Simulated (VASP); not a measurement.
# C (P6_3/mmc) in VASP: settings compared

The runs below take C through relaxation of cell and atoms, with PBE+D3(BJ), PBE+D4, PBE+rVV10, PBE+TS.

The COD entry that gives the cell may itself be a prediction, so a difference from it is no test against experiment.

Everything below comes from runs of VASP 6.6.1. Logs are shortened: lines on timing, memory, paths and dates and some standing lists are left out, and cuts for length are marked.

## Step 1: Starting point

Symmetry: P6_3/mmc, No. 194, hexagonal system. Conventional cell: a = 2.522 Å, b = 2.522 Å, c = 8.237 Å, α = 90.00°, β = 90.00°, γ = 120.00°. C (site symmetry 3m) is surrounded by 4 C at 1.54 Å. C (site symmetry 3m) is surrounded by 4 C at 1.54 Å.

This is a hexagonal form of diamond, not graphite.

## Step 2: Relaxation of cell and atoms, PBE+D3(BJ)

Contents of INCAR:

```
SYSTEM = C
PREC = Accurate ; ENCUT = 600
EDIFF = 1E-7 ; ISMEAR = -1
SIGMA = 0.05 ; LREAL = .False.
LASPH = .True. ; NELM = 60
ALGO = Normal ; ISIF = 3
LWAVE = .False. ; LCHARG = .False.
GGA = PE ; IVDW = 12
IBRION = 2 ; NSW = 60
EDIFFG = -0.01
```

Contents of KPOINTS:

```
Automatic mesh
0
Gamma
  12 12 4
  0 0 0
```

Contents of POSCAR:

```
C
1.0
    2.5221000000      0.0000000000      0.0000000000
   -1.2610500000      2.1842026709      0.0000000000
    0.0000000000      0.0000000000      8.2371000000
C
8
Direct
    0.6666666667      0.3333333333      0.8437500000
    0.3333333333      0.6666666667      0.3437500000
    0.6666666667      0.3333333333      0.6562500000
    0.3333333333      0.6666666667      0.1562500000
    0.0000000000      0.0000000000      0.9062500000
    0.0000000000      0.0000000000      0.4062500000
    0.0000000000      0.0000000000      0.5937500000
    0.0000000000      0.0000000000      0.0937500000
```

Potentials or basis: VASP PAW PBE potentials, release 64 (C).

Command:

```
$ cat potpaw_PBE.64/C/POTCAR > POTCAR
$ mpirun -np 1 vasp_std > vasp.out
```

OUTCAR:

```text
SYSTEM = C
   PREC = Accurate
   ENCUT = 600
   EDIFF = 1E-7
   ISMEAR = -1
   LREAL = .False.
   LASPH = .True.
   NELM = 60
   ISIF = 3
   GGA = PE
   IVDW = 12
   IBRION = 2
   NSW = 60
   EDIFFG = -0.01
 IVDW          = 12

 ion  position               nearest neighbor table
   1  0.667  0.333  0.844-   3 1.54   5 1.54   5 1.54   5 1.54
   2  0.333  0.667  0.344-   4 1.54   6 1.54   6 1.54   6 1.54
   3  0.667  0.333  0.656-   1 1.54   7 1.54   7 1.54   7 1.54
   4  0.333  0.667  0.156-   2 1.54   8 1.54   8 1.54   8 1.54
   5  0.000  0.000  0.906-   8 1.54   1 1.54   1 1.54   1 1.54
   6  0.000  0.000  0.406-   7 1.54   2 1.54   2 1.54   2 1.54
   7  0.000  0.000  0.594-   6 1.54   3 1.54   3 1.54   3 1.54
   8  0.000  0.000  0.094-   5 1.54   4 1.54   4 1.54   4 1.54

  LATTYP: Found a hexagonal cell.
 ALAT       =     2.5221000000
 C/A-ratio  =     3.2659688355

  Lattice vectors:

 A1 = (   2.5221000000,   0.0000000000,   0.0000000000)
 A2 = (  -1.2610500000,   2.1842026709,   0.0000000000)
 A3 = (   0.0000000000,   0.0000000000,   8.2371000000)

Analysis of symmetry for initial positions (statically):
=====================================================================
 Subroutine PRICEL returns:
 Original cell was already a primitive cell.

 Routine SETGRP: Setting up the symmetry group for a
 hexagonal supercell.

 Subroutine GETGRP returns: Found 24 space group operations
 (whereof 12 operations were pure point group operations)
 out of a pool of 24 trial point group operations.

The static configuration has the point symmetry D_3d.
 The point group associated with its full space group is D_6h.

Analysis of symmetry for dynamics (positions and initial velocities):
=====================================================================
 Subroutine PRICEL returns:
 Original cell was already a primitive cell.

 Routine SETGRP: Setting up the symmetry group for a
 hexagonal supercell.

 Subroutine GETGRP returns: Found 24 space group operations
 (whereof 12 operations were pure point group operations)
 out of a pool of 24 trial point group operations.

The dynamic configuration has the point symmetry D_3d.
 The point group associated with its full space group is D_6h.

 Subroutine INISYM returns: Found 24 space group operations
 (whereof 12 operations are pure point group operations),
 and found     1 'primitive' translations

----------------------------------------------------------------------------------------

[... 87 lines left out ...]
   number of dos      NEDOS =    301   number of ions     NIONS =      8
   total plane-waves  NPLWV =  28000
   dimension x,y,z NGX =    20 NGY =   20 NGZ =   70
   dimension x,y,z NGXF=    40 NGYF=   40 NGZF=  140
   ions per type =               8
   NGX,Y,Z   is equivalent  to a cutoff of  13.18, 13.18, 14.13 a.u.
   NGXF,Y,Z  is equivalent  to a cutoff of  26.37, 26.37, 28.26 a.u.
 SYSTEM =  C
   PREC   = accura    normal or accurate (medium, high low for compatibility)
   ISTART =      0    job   : 0-new  1-cont  2-samecut
   ICHARG =      2    charge: 1-file 2-atom 10-const
   ISPIN  =      1    spin polarized calculation?
   LNONCOLLINEAR =      F non collinear calculations
   LSORBIT =      F    spin-orbit coupling
   LASPH  =      T    aspherical Exc in radial PAW
   ENCUT  =  600.0 eV  44.10 Ry    6.64 a.u.   5.04  5.04 16.45*2*pi/ulx,y,z
   NELM   =     60;   NELMIN=  2; NELMDL= -5     # of ELM steps
   EDIFF  = 0.1E-06   stopping-criterion for ELM
   LREAL  =      F    real-space projection
   EDIFFG = -.1E-01   stopping-criterion for IOM
   NSW    =     60    number of steps for IOM
   IBRION =      2    ionic relax: 0-MD 1-quasi-New 2-CG
   NFREE  =      1    steps in history (QN), initial steepest desc. (CG)
   ISIF   =      3    stress and relaxation
   ISYM   =      2    0-nonsym 1-usesym 2-fastsym
   POTIM  = 0.5000    time-step for ionic-motion
   TEBEG  =    0.0;   TEEND  =   0.0 temperature during run
   PSTRESS=    0.0 pullay stress
   NELECT =      32.0000    total number of electrons
   NUPDOWN=      -1.0000    fix difference up-down
   EMIN   =  10.00;   EMAX   =-10.00  energy-range for DOS
   EFERMI =   0.00;   METHOD = LEGACY
   ISMEAR =    -1;   SIGMA  =   0.05  broadening in eV -4-tet -1-fermi 0-gaus
   EFERMI_NEDOS =   21; number of points for ismear=-14 and -15
   IALGO  =     38    algorithm
   IMIX   =      4    mixing-type and parameters
     AMIX     =   0.40;   BMIX     =  1.00
     AMIX_MAG =   1.60;   BMIX_MAG =  1.00
  volume/ion in A,a.u.               =       5.67        38.28
  Fermi-wavevector in a.u.,A,eV,Ry     =   1.457186  2.753682 28.890486  2.123391
  Thomas-Fermi vector in A             =   2.574017
   LORBIT       =      0    0 simple, 1 ext, 2 COOP (PROOUT), +10 PAW based schemes
   GGA     = PE    functional components
   LHFCALC =     F    Hartree Fock is set to
   AEXX    =    0.0000 exact exchange contribution
   IVDW    =    12    specifies the selected vdW correction
   LEPSILON=     F    determine dielectric tensor
   LRPA    =     F    only Hartree local field effects (RPA)
 conjugate gradient relaxation of ions
 non-spin polarized calculation
  energy-cutoff  :      600.00
  volume of cell :       45.38
 maximum number of plane-waves:      1534
   NGX = 11   NGY = 11   NGZ = 33

--------------------------------------- Ionic step        1  -------------------------------------------

 number of electron      31.9999998 magnetization

 Free energy of the ion-electron system (eV)
  ---------------------------------------------------
  ext. energy  EPLUGINS =         0.00000000
  ---------------------------------------------------
  free energy    TOTEN  =       -72.66724755 eV

  energy without entropy =      -72.66724755  energy(sigma->0) =      -72.66724755

------------------------ aborting loop because EDIFF is reached ----------------------------------------

 Edisp (eV)   -1.53064

 E8    (eV) :    -0.4408
[... 221 lines left out ...]
--------------------------------------- Ionic step        6  -------------------------------------------

 number of electron      31.9999998 magnetization

 Free energy of the ion-electron system (eV)
  ---------------------------------------------------
  ext. energy  EPLUGINS =         0.00000000
  ---------------------------------------------------
  free energy    TOTEN  =       -72.67847452 eV

  energy without entropy =      -72.67847452  energy(sigma->0) =      -72.67847452

 E-fermi :  10.9476     XC(G=0): -13.2856

 val. band max:        9.9697431264   @ k =   0.0000   0.0000   0.0000
 cond. band min:      14.5281094414   @ k =   0.4167   0.0000   0.0000
 fundamental gap:      4.5583663150
 Fermi energy:        10.9475976464

 k-point     1 :       0.0000    0.0000    0.0000
  band No.  band energies     occupation
      1     -11.7546      2.00000
      2     -10.1007      2.00000
      3     -10.0021      2.00000
      4      -6.0391      2.00000
      5      -3.6346      2.00000
      6       3.0846      2.00000
[... 565 lines left out ...]
     20      17.4859      0.00000
     21      18.0691      0.00000

 [... further k-points ...]

------------------------ aborting loop because EDIFF is reached ----------------------------------------

 Edisp (eV)   -1.54185

 E8    (eV) :    -0.4440
[... 31 lines left out ...]
  FREE ENERGIE OF THE ION-ELECTRON SYSTEM (eV)
  ---------------------------------------------------
  free  energy   TOTEN  =       -74.2203247425 eV

  energy  without entropy=      -74.2203247425  energy(sigma->0) =      -74.22032474

 reached required accuracy - stopping structural energy minimisation
```

CONTCAR:

```text
C
   1.00000000000000
     2.5078875572444175   -0.0000000000000000    0.0000000000000000
    -1.2539437786222087    2.1718943344235759   -0.0000000000000000
     0.0000000000000000   -0.0000000000000000    8.2697805799950164
  C
     8
Direct
     0.6666666667000030    0.3333333332999970    0.8444222856782273
     0.3333333332999970    0.6666666667000030    0.3444222856782272
     0.6666666667000030    0.3333333332999970    0.6555777143217727
     0.3333333332999970    0.6666666667000030    0.1555777143217727
     0.0000000000000000    0.0000000000000000    0.9070239314482236
     0.0000000000000000    0.0000000000000000    0.4070239314482236
     1.0000000000000000    0.0000000000000000    0.5929760685517764
     0.0000000000000000    1.0000000000000000    0.0929760685517764

  0.00000000E+00  0.00000000E+00  0.00000000E+00
  0.00000000E+00  0.00000000E+00  0.00000000E+00
  0.00000000E+00  0.00000000E+00  0.00000000E+00
  0.00000000E+00  0.00000000E+00  0.00000000E+00
  0.00000000E+00  0.00000000E+00  0.00000000E+00
  0.00000000E+00  0.00000000E+00  0.00000000E+00
  0.00000000E+00  0.00000000E+00  0.00000000E+00
  0.00000000E+00  0.00000000E+00  0.00000000E+00
```

It took 2.5 min on 1 thread of Intel Xeon Platinum 8375C at 2.90GHz (Ice Lake), shared host; peak memory 0.22 GiB.

What came out:

```yaml
Free_energy: -74.2203 eV
Relaxed_volume: 5.63 Å³/atom
Relaxed_cell: a = 2.508 Å, b = 2.508 Å, c = 8.270 Å, α = 90.00°, β = 90.00°, γ = 120.00°
Space_group_after_relaxing_to_0.05_Å: P6_3/mmc (No. 194)
Energy_gained_by_relaxing: 2.8 meV/atom
Ionic_steps: 6
Pressure_after_relaxing: 0.0 GPa
Largest_force_after_relaxing: 0.010 eV/Å
Band_gap_on_the_k_mesh: 4.56 eV, indirect (least direct gap 5.31 eV)
Dispersion_energy_per_atom: -0.193 eV
```

Forces on the atoms (eV/Å):
```
C    0.000  0.000  0.010
C    0.000  0.000  0.010
C    0.000  0.000 -0.010
C    0.000  0.000 -0.010
C    0.000  0.000 -0.001
C    0.000  0.000 -0.001
C    0.000  0.000  0.001
C    0.000  0.000  0.001
```

Stress tensor (GPa, compression positive):
```
-0.11  0.00  0.00
 0.00 -0.11  0.00
 0.00  0.00  0.11
```

The path:
| step | energy change (eV) | largest force (eV/Å) | pressure (GPa) | volume (Å³) |
| --- | --- | --- | --- | --- |
| 1 | 0.0000 | 0.3272 | -3.14 | 45.38 |
| 2 | 0.0159 | 0.4796 | 4.26 | 44.64 |
| 3 | -0.0223 | 0.0517 | -0.19 | 45.06 |
| 4 | -0.0222 | 0.0447 | -0.26 | 45.07 |
| 5 | -0.0223 | 0.0615 | 0.17 | 45.02 |
| 6 | -0.0224 | 0.0096 | -0.04 | 45.04 |

Final structure:
```yaml
crystal:
  lattice:
    - [2.50789, 0.00000, 0.00000]
    - [-1.25394, 2.17189, 0.00000]
    - [0.00000, 0.00000, 8.26978]
  atoms:
    - { symbol: C, position: [0.66667, 0.33333, 0.84442] }
    - { symbol: C, position: [0.33333, 0.66667, 0.34442] }
    - { symbol: C, position: [0.66667, 0.33333, 0.65558] }
    - { symbol: C, position: [0.33333, 0.66667, 0.15558] }
    - { symbol: C, position: [0.00000, 0.00000, 0.90702] }
    - { symbol: C, position: [0.00000, 0.00000, 0.40702] }
    - { symbol: C, position: [0.00000, 0.00000, 0.59298] }
    - { symbol: C, position: [0.00000, 0.00000, 0.09298] }
```

A k mesh can miss the band edges. A hybrid or GW would open this gap; PBE tends to underestimate it.

## Step 3: Relaxation of cell and atoms, PBE+D4

Contents of INCAR:

```
  PREC = Accurate
  ENCUT = 600
  EDIFF = 1E-7
  ISMEAR = -1
  SIGMA = 0.05
  LREAL = F
  LASPH = T
  NELM = 60
  ALGO = Normal
  ISIF = 3
  LWAVE = F
  LCHARG = F
  GGA = PE
  IVDW = 13
  IBRION = 2
  NSW = 40
  EDIFFG = -0.01
```

Contents of KPOINTS:

```
Automatic mesh
0
Gamma
  12 12 4
```

POSCAR is that of step 2.

Potentials or basis: VASP PAW PBE potentials, release 64 (C).

Command:

```
$ cat potpaw_PBE.64/C/POTCAR > POTCAR
$ mpirun -np 1 vasp_std > vasp.out
```

It took 3.4 min on 1 thread of Intel Xeon Platinum 8375C at 2.90GHz (Ice Lake), shared host; peak memory 0.19 GiB.

The run converged. Its results:

* Free energy: -74.3950 eV
* Relaxed volume: 5.63 Å³/atom
* Relaxed cell: a = 2.508 Å, b = 2.508 Å, c = 8.271 Å, α = 90.00°, β = 90.00°, γ = 120.00°
* Space group after relaxing (to 0.05 Å): P6_3/mmc (No. 194)
* Energy gained by relaxing: 2.8 meV/atom
* Ionic steps: 6
* Pressure after relaxing: 0.0 GPa
* Largest force after relaxing: 0.009 eV/Å
* Band gap on the k mesh: 4.56 eV, indirect (least direct gap 5.31 eV)
* Dispersion energy per atom: -0.215 eV

Forces on the atoms (eV/Å):
```
C    0.000  0.000  0.009
C    0.000  0.000  0.009
C    0.000  0.000 -0.009
C    0.000  0.000 -0.009
C    0.000  0.000  0.000
C    0.000  0.000  0.000
C    0.000  0.000  0.000
C    0.000  0.000  0.000
```

Stress tensor (GPa, compression positive):
```
-0.11  0.00  0.00
 0.00 -0.11  0.00
 0.00  0.00  0.11
```

Step by step:
```
step  energy change (eV)  largest force (eV/Å)  pressure (GPa)  volume (Å³)
   1              0.0000                0.3273           -3.04        45.38
   2              0.0158                0.4773            4.14        44.67
   3             -0.0220                0.0511           -0.18        45.07
   4             -0.0220                0.0442           -0.24        45.08
   5             -0.0220                0.0605            0.16        45.03
   6             -0.0222                0.0095           -0.04        45.06
```

Final structure:
```
CELL_PARAMETERS angstrom
2.50810 0.00000 0.00000
-1.25405 2.17208 0.00000
0.00000 0.00000 8.27051
ATOMIC_POSITIONS crystal
C 0.66667 0.33333 0.84442
C 0.33333 0.66667 0.34442
C 0.66667 0.33333 0.65558
C 0.33333 0.66667 0.15558
C 0.00000 0.00000 0.90702
C 0.00000 0.00000 0.40702
C 0.00000 0.00000 0.59298
C 0.00000 0.00000 0.09298
```

Levels at points of the mesh, in eV from the valence-band top:
| k point | band 12 | band 13 | band 14 | band 15 | band 16 | band 17 | band 18 | band 19 | band 20 | band 21 |
| --- | --- | --- | --- | --- | --- | --- | --- | --- | --- | --- |
| (0.00, 0.00, 0.00) | -1.74 | -1.74 | -0.23 | 0.00 | 0.00 | 5.31 | 5.31 | 5.50 | 7.14 | 7.14 |
| (0.50, 0.00, 0.00) | -5.06 | -4.97 | -4.70 | -3.71 | -2.98 | 4.62 | 5.61 | 6.01 | 6.05 | 6.72 |
| (0.00, 0.00, 0.50) | -2.65 | -0.66 | -0.66 | -0.66 | -0.66 | 6.09 | 6.09 | 6.09 | 6.09 | 6.74 |
| (0.50, 0.00, 0.50) | -6.05 | -4.76 | -4.76 | -3.69 | -3.69 | 4.96 | 4.96 | 7.01 | 7.01 | 7.61 |

## Step 4: Relaxation of cell and atoms, PBE+rVV10

Contents of INCAR:

```
SYSTEM = C
PREC = Accurate
ENCUT = 600
EDIFF = 1E-7
ISMEAR = -1
SIGMA = 0.05
LREAL = .FALSE.
LASPH = .TRUE.
NELM = 100
ALGO = Fast
ISIF = 3
LWAVE = .FALSE.
LCHARG = .FALSE.
GGA = PE
LUSE_VDW = .TRUE.
IVDW_NL = 2
BPARAM = 10.0
CPARAM = 0.0093
IBRION = 2
NSW = 60
EDIFFG = -0.01
```

Contents of KPOINTS:

```
regular mesh
0
G
  12 12 4
  0 0 0
```

POSCAR is that of step 3.

Command:

```
$ cat potpaw_PBE.64/C/POTCAR > POTCAR
$ mpirun -np 1 vasp_std > vasp.out
```

Run time: 5.7 min. Hardware: 1 thread of Intel Xeon Platinum 8375C at 2.90GHz (Ice Lake), shared host; peak memory 0.31 GiB.

The run converged. Its results:

* Free energy: -72.2924 eV
* Relaxed volume: 5.68 Å³/atom
* Relaxed cell: a = 2.516 Å, b = 2.516 Å, c = 8.297 Å, α = 90.00°, β = 90.00°, γ = 120.00°
* Space group after relaxing (to 0.05 Å): P6_3/mmc (No. 194)
* Energy gained by relaxing: 2.5 meV/atom
* Ionic steps: 6
* Pressure after relaxing: 0.0 GPa
* Largest force after relaxing: 0.005 eV/Å
* Band gap on the k mesh: 4.49 eV, indirect (least direct gap 5.29 eV)

Forces on the atoms (eV/Å):
```
C    0.000  0.000  0.005
C    0.000  0.000  0.005
C    0.000  0.000 -0.005
C    0.000  0.000 -0.005
C    0.000  0.000 -0.001
C    0.000  0.000 -0.001
C    0.000  0.000  0.001
C    0.000  0.000  0.001
```

Stress tensor (GPa, compression positive):
```
-0.04  0.00  0.00
 0.00 -0.04  0.00
 0.00  0.00  0.06
```

The path:
```tsv
step	energy change (eV)	largest force (eV/Å)	pressure (GPa)	volume (Å³)
1	0.0000	0.3320	1.05	45.38
2	0.0132	0.4753	-1.06	45.62
3	-0.0195	0.0467	-0.03	45.48
4	-0.0195	0.0401	-0.01	45.48
5	-0.0195	0.0460	0.00	45.47
6	-0.0197	0.0053	-0.01	45.48
```

Final structure:
```yaml
crystal:
  lattice:
    - [2.51574, 0.00000, 0.00000]
    - [-1.25787, 2.17870, 0.00000]
    - [0.00000, 0.00000, 8.29705]
  atoms:
    - { symbol: C, position: [0.66667, 0.33333, 0.84444] }
    - { symbol: C, position: [0.33333, 0.66667, 0.34444] }
    - { symbol: C, position: [0.66667, 0.33333, 0.65556] }
    - { symbol: C, position: [0.33333, 0.66667, 0.15556] }
    - { symbol: C, position: [0.00000, 0.00000, 0.90703] }
    - { symbol: C, position: [0.00000, 0.00000, 0.40703] }
    - { symbol: C, position: [0.00000, 0.00000, 0.59297] }
    - { symbol: C, position: [0.00000, 0.00000, 0.09297] }
```

Levels at points of the mesh, in eV from the valence-band top:
| k point | band 12 | band 13 | band 14 | band 15 | band 16 | band 17 | band 18 | band 19 | band 20 | band 21 |
| --- | --- | --- | --- | --- | --- | --- | --- | --- | --- | --- |
| (0.00, 0.00, 0.00) | -1.73 | -1.73 | -0.23 | 0.00 | 0.00 | 5.29 | 5.29 | 5.46 | 7.10 | 7.10 |
| (0.50, 0.00, 0.00) | -5.02 | -4.93 | -4.67 | -3.68 | -2.96 | 4.56 | 5.53 | 5.95 | 5.99 | 6.63 |
| (0.00, 0.00, 0.50) | -2.63 | -0.65 | -0.65 | -0.65 | -0.65 | 6.05 | 6.05 | 6.05 | 6.05 | 6.68 |
| (0.50, 0.00, 0.50) | -6.00 | -4.73 | -4.73 | -3.66 | -3.66 | 4.90 | 4.90 | 6.94 | 6.94 | 7.54 |

(Part 1 of 2 ends here.)
